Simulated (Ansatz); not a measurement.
The system is Co.

```
Co
1.0
     2.47056    0.00000    0.00000
    -1.23528    2.13957    0.00000
     0.00000    0.00000    8.08823
Co
4
Direct
  0.66667 0.33333 0.75000
  0.00000 0.00000 0.50000
  0.33333 0.66667 0.25000
  0.00000 0.00000 0.00000
```

Base run:

```yaml
Program: Ansatz 0.2.0
Functional: PBE
Potentials_or_basis: Ansatz PAW
Cutoff: "420 eV (not typed: the program's choice for these potentials)"
k_mesh: 9 × 9 × 3
Occupations: fermi-dirac, width 0.05 eV
Spin: collinear spin, ferromagnetic start
Starting_moments: "[2.0, 2.0, 2.0, 2.0] μB"
```

Its results: band gap on the k mesh none (metal or under the smearing width); pressure 3.1 GPa; net moment 6.26 μB per cell; site moments Co +1.65, +1.62 μB.

Task: The run is repeated on the same cell with these changes: cutoff from 420 eV (not typed: the program's choice for these potentials) to 800 eV; k mesh from 9 × 9 × 3 to 12 × 12 × 4. What comes out?

Result: Band gap on the k mesh none (metal or under the smearing width); pressure 4.6 GPa; net moment 6.61 μB per cell; site moments Co +1.73, +1.71 μB.
